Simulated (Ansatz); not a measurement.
Crystal: Ru.

```
Ru
1.0
     2.70580    0.00000    0.00000
    -1.35290    2.34329    0.00000
     0.00000    0.00000    4.28190
Ru
2
Direct
  0.66667 0.33333 0.75000
  0.33333 0.66667 0.25000
```

Below is the output of Ansatz 0.2.0 for this cell. Logs are shortened: lines on timing, memory, paths and dates and some standing lists are left out, and cuts for length are marked.

```text
Warning: RAYON_NUM_THREADS=2 ignored (pool sized by the plan → 2); use --threads N
Engine: ansatz 0.2.0, x86_64-unknown-linux-gnu
Pseudopotentials: kind: paw
Pseudopotential: Ru, paw, valence charge 16, recommended cutoff 420 eV (normal), Ru.paw.azcp
Functional definition: PBEsol
  exchange = pbesol_x
  correlation = pbesol_c
Crystal: 2 atoms, lattice volume = 27.149 Å³
Basis set: ecut = 420 eV, 537 PW (Γ), exchange–correlation on 40×40×60 points (8 copies of the dense FFT grid, shifted against one another)
Bands: 20, of which v1, the nominal top of the filled ones, is band 16 counted from 1 (15 counted from 0)
Symmetry: 24 space group operations
Space group: P63/mmc (ITA 194), of the structure as read, at distance tolerance 3.0e-5 Å
k-points: 64 of 726
Non-local potential: Ru, projectors of the file, l = 0: 3, l = 1: 2, l = 2: 2, l = 3: 1
PAW form: soft (Blöchl's): semilocal exchange-correlation on the pseudo side does not see the compensation charge
PAW frozen core: Ru, regenerated for the run's functional, and the local potential with it (the file was generated under x = pbe(κ = 0.804, μ = 0.2195149727645171), c = pbe(β = 0.06672455060314922))
PAW one-centre angular grid: Ru, 590 points (default); XC on 64 Gauss nodes
Initial density: superposition of atomic densities (neutral atoms: chi_scale 0, normalization atom), corrected by the library's trained network
Initial wavefunctions: pseudopotential atomic-orbital guess
Functional: x = pbesol(κ = 0.804, μ = 0.12345679012345678), c = pbesol(β = 0.046)
SCF iter   1: F=—  HF=-11632.998388 eV  |F-HF|=—  |Δ(HF+E_count)|=         —  Δρ=1.08e-2  dr2=2.01e-2  ethr=1.77e-3  ⟨swp⟩=5.1  Hψ=5044  notcnv=0
preconditioner: auto → none  [metal: Δε(μ)=0.032 eV  Ē_g=5.865 eV  σ=0.050 eV  W_gap=0.16  n_scr=8 (ndim 8)  ℏωp=28.5 eV  f_vac=0.000  D(μ)=2.02/eV (n_scr^D=22)  sad-step TF]
SCF iter   2: F=—  HF=-11632.995546 eV  |F-HF|=—  |Δ(HF+E_count)|=   2.84e-3  Δρ=5.65e-3  dr2=5.18e-3  ethr=6.29e-5  ⟨swp⟩=2.0  Hψ=2986  notcnv=0
SCF iter   3: F=—  HF=-11632.994590 eV  |F-HF|=—  |Δ(HF+E_count)|=   9.55e-4  Δρ=3.24e-4  dr2=8.29e-6  ethr=1.62e-5  ⟨swp⟩=2.0  Hψ=1898  notcnv=0
SCF iter   4: F=—  HF=-11632.994576 eV  |F-HF|=—  |Δ(HF+E_count)|=   1.40e-5  Δρ=6.44e-5  dr2=5.68e-7  ethr=2.59e-8  ⟨swp⟩=2.0  Hψ=2310  notcnv=0
iter 5 did not close the SCF: its close was put off for the readings that it lacked (scf_convergence_deferred on its scf_iter line)
SCF iter   5: F=-11632.994576 eV  HF=-11632.994576 eV  |F-HF|=2.25e-8  |Δ(HF+E_count)|=   3.21e-8  Δρ=1.72e-5  dr2=3.39e-8  ethr=1.77e-9  ⟨swp⟩=2.0  Hψ=2098  notcnv=0
[... 70 lines left out ...]
Fermi energy:    23.854251 eV
--- Per-component energies (eV) ---
  E_band       = -94.390937
  E_kinetic    = 1029.489114
  E_local      = -2476.744616  (includes V_loc(G=0)·N_el)
  E_nonlocal   = 689.335671
  E_hartree    = 793.248899
  E_xc         = -379.659000
  E_vxc        = -478.310431  (∫ρ·V_xc dr)
  E_paw        = -6798.781944  (= ΣΔE_a)
  E_vpaw       = -444.658036  (= ΣTr[D̂ρ^β])
  E_aug_tail   = -0.000439  (compensation charges beyond the density's cutoff)
  E_ewald      = -4490.382401
  E_core_change = 0.506592  (= ΣΔE_core)
  E_smearing   = -0.016399  (= −TS)
  E_closure    = 0.000000  (closes the sum)
  Σ components = -11633.004524   (vs F -11633.004524, Δ=0.00e0)
--- Forces (eV/Å), atoms counted from 1 ---
  atom   1  Ru     0.00000000    -0.00000000     0.00000000
  atom   2  Ru     0.00000000     0.00000000     0.00000000
  max |Σ_I F_I| component: 0.00e0 eV/Å
--- Stress (GPa, compression-positive) ---
       -0.011853      -0.000000       0.000000
       -0.000000      -0.011853       0.000000
        0.000000       0.000000       0.039430
  P = ⅓ Tr σ = 0.0052 GPa (0.052 kbar)
--- Band table (eV; the first three rows and the last of 64) ---
  k-point 0: bands = ["-49.1792", "-48.9553", "-19.7270", "-18.7252", "-18.7252", "-18.5432", "-18.5432", "-18.4984", "15.7546", "17.5337", "21.2409", "21.2409", "21.4270", "21.9497", "21.9497", "22.4918", "22.4918", "25.1556", "25.1556", "25.1859"]
  k-point 1: bands = ["-49.1644", "-48.9705", "-19.6484", "-18.7131", "-18.7131", "-18.5848", "-18.5555", "-18.5555", "16.0682", "17.6372", "21.0851", "21.0851", "21.2731", "21.7688", "21.7688", "22.8984", "22.8984", "24.2220", "25.1651", "25.1651"]
  k-point 2: bands = ["-49.1239", "-49.0120", "-19.4312", "-18.8176", "-18.6800", "-18.6800", "-18.5891", "-18.5891", "16.8889", "17.8401", "20.9600", "20.9600", "20.9739", "21.3902", "21.3902", "22.4075", "23.7051", "23.7051", "25.0131", "25.0131"]
  k-point 63: bands = ["-48.9389", "-48.9389", "-19.4859", "-19.4859", "-19.1574", "-19.1574", "-18.7116", "-18.7116", "18.8838", "18.8838", "19.8104", "19.8104", "21.1189", "21.1189", "22.7914", "22.7914", "25.2535", "25.2535", "31.8127", "31.8127"]
--- Relaxed structure (4 steps of the walk, 3 accepted, 1 SCFs on fresh bases) ---
  F+E_penalty+E_count = -11633.00452378 eV   max|allowed force component| = 3.701e-17 eV/Å   (the final SCF, on the basis selected at the relaxed cell)
  cell:  # Å, volume = 26.6456 Å³
    - [2.6893105294233273, -1.1536560443542346e-34, 0.0]
    - [-1.3446552647116636, 2.3290112371455796, -5.452041920674767e-19]
    - [0.0, -9.962524050356523e-19, 4.254153750020515]
  atoms:
    - { symbol: Ru, position: [0.6666666666666665, 0.33333333333333326, 0.7499999999999998] }
    - { symbol: Ru, position: [0.33333333333333326, 0.6666666666666665, 0.24999999999999994] }
```

Write the input and the command behind it.

Relaxation of cell and atoms with PBEsol, no spin polarisation. The files as run (others can give the same):

input.yaml
```yaml
crystal:
  lattice:
    - [2.7058, 0.0, 0.0]
    - [-1.3529, 2.3432915376, 0.0]
    - [0.0, 0.0, 4.2819]
  atoms:
    - { symbol: Ru, position: [0.6666666667, 0.3333333333, 0.75] }
    - { symbol: Ru, position: [0.3333333333, 0.6666666667, 0.25] }
hamiltonian:
  xc: pbesol
  pseudopotentials: { kind: paw }
kpoints:
  mp_grid: { grid: [11, 11, 6] }
scf:
  occupations: { method: fermi_dirac, width: 0.05 }
output:
  forces: true
  stress: true
  write_density: true
  write_potential: true
  elf: true
  volumetric_format: npy
relax:
  f_tol: 0.01
  max_steps: 40
  cell: { stress_tol: 0.05 }
```

Potentials or basis: Ansatz PAW.
Run with:
```sh
$ ansatz run input.yaml --threads 2 --pin off --max-ram 5632MiB --backend cpu --events-out ev --progress --plain --runs-dir out
```

Caveat: the plane-wave basis is chosen anew once the cell has moved, so the energies of steps on either side of that aren't comparable; the PAW data sets come from PBE, with cores solved anew for the run's functional, which leaves a small shift of forces and pressure.
